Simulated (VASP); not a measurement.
Wanted: the native input for a VASP 6.6.1 run.

```yaml
Task: band structure
Functional: HSE06
Potentials_or_basis: VASP PAW PBE potentials, release 64 (Te, Pb_d)
Cutoff: 520 eV
k_mesh: 6 × 6 × 6
Occupations: gaussian, width 0.03 eV
Spin: no spin polarisation
Grid_for_exact_exchange_PRECFOCK: Fast
Screening_parameter: 0.2 1/A
Further_INCAR_settings: ALGO = Normal; EDIFF = 1e-07; NBANDS = 17
```

The system is TePb.

```xyz
2
Lattice="0.0000 3.2219 3.2219 3.2219 0.0000 3.2219 3.2219 3.2219 0.0000" Properties=species:S:1:pos:R:3 pbc="T T T"
Te    3.2219    3.2219    3.2219
Pb    0.0000    0.0000    0.0000
```

The input as run:

POSCAR

```
TePb                                    
1.0
    0.0000000000      3.2218515824      3.2218515824
    3.2218515824      0.0000000000      3.2218515824
    3.2218515824      3.2218515824      0.0000000000
  Te              Pb            
     1     1
Direct
     0.5000000000000000    0.5000000000000000    0.5000000000000000
     0.0000000000000000    0.0000000000000000    0.0000000000000000
```

INCAR.step1

```
ALGO = Normal ; EDIFF = 1E-5
ENCUT = 520 ; GGA = PE
ISIF = 2 ; ISMEAR = 0
KPAR = 2 ; LASPH = T
LCHARG = F ; LREAL = F
LWAVE = T ; NBANDS = 17
NELM = 80 ; PREC = Accurate
SIGMA = 0.03
```

INCAR.step2

```
ALGO = Normal ; EDIFF = 1E-7
ENCUT = 520 ; GGA = PE
HFSCREEN = 0.2 ; ISIF = 2
ISMEAR = 0 ; ISTART = 1
KPAR = 2 ; LASPH = T
LCHARG = F ; LHFCALC = T
LREAL = F ; LWAVE = F
NBANDS = 17 ; NELM = 80
PREC = Accurate ; PRECFOCK = Fast
SIGMA = 0.03
```

KPOINTS

```
k-points
0
Gamma
  6 6 6
```

KPOINTS_OPT

```
explicit points
9
Reciprocal
 0.0000000000  0.0000000000  0.0000000000 1
 0.3750000000  0.3750000000  0.7500000000 1
 0.5000000000  0.5000000000  0.5000000000 1
 0.6250000000  0.2500000000  0.6250000000 1
 0.5000000000  0.2500000000  0.7500000000 1
 0.5000000000  0.0000000000  0.5000000000 1
 0.4000000000  0.0000000000  0.4000000000 1
 0.4250000000  0.0000000000  0.4250000000 1
 0.4500000000  0.0000000000  0.4500000000 1
```

Potentials or basis: VASP PAW PBE potentials, release 64 (Te, Pb_d).

Run with:

```sh
$ cat potpaw_PBE.64/Te/POTCAR potpaw_PBE.64/Pb_d/POTCAR > POTCAR
$ cp INCAR.step1 INCAR
$ mpirun -np 2 vasp_std > vasp.out
$ cp INCAR.step2 INCAR
$ mpirun -np 2 vasp_std > vasp.out
```

Results of the run:

```yaml
Pressure: 1.4 GPa
Band_gap_on_the_k_mesh: 1.07 eV, direct
Band_gap_along_the_path: 1.07 eV, direct
```

Caveat: the PAW data sets were made with another functional, which shifts forces and pressure a little; spin-orbit coupling is left out, which as a rule narrows the gap of such compounds by several tenths of an eV.

Run time: 36 min on 2 MPI ranks on Intel(R) Xeon(R) Platinum 8488C (Sapphire Rapids) (shared host), peak memory 0.35 GiB a rank.
